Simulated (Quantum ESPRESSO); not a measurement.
## TiAl in Quantum ESPRESSO: the effect of Hubbard term

TiAl:

```
Ti Al
1.0
     3.17906    0.00000    0.00000
     0.00000    3.17906    0.00000
     0.00000    0.00000    3.17906
Ti Al
1 1
Direct
  0.00000 0.00000 0.00000
  0.50000 0.50000 0.50000
```

The cell comes from a database or a generator and needn't be the stable form of this composition.

Alike in all runs:

| Quantity | Value |
| --- | --- |
| Program | Quantum ESPRESSO 7.5 |
| Task | Hubbard U by linear response |
| Functional | PBEsol |
| Potentials or basis | GBRV 1.5 PBEsol |
| Cutoff | 612 eV |
| Density cutoff | 4898 eV |
| k mesh | 6 × 6 × 6 |
| Occupations | cold, width 0.2 eV |
| Spin | no spin polarisation |
| Start of the occupations | default |
| Hubbard projectors | ortho-atomic |
| Mixing beta | 0.3 |
| Most SCF iterations | 120 |
| SCF threshold | 4e-10 Ry |
| q mesh | 3 × 3 × 3 |

```csv
Hubbard term,pressure (GPa)
Ti d U = 0.0001 eV,-2.8
Ti d U = 2.0 eV,?
Ti d U = 4.0 eV,1.1
Ti d U = 6.0 eV,4.2
Ti d U = 8.0 eV,8.3
```

Q: What does the run with Hubbard term Ti d U = 2.0 eV give?

A: Pressure -1.0 GPa.

Worked out: A parabola through the other rows of the pressure, of slope 0.964 GPa per eV there, gives -1.3 GPa, against the run's -1.0.

Caveats: U without spin polarisation on a metal has little footing; the U is typed as a test and isn't derived for this compound.
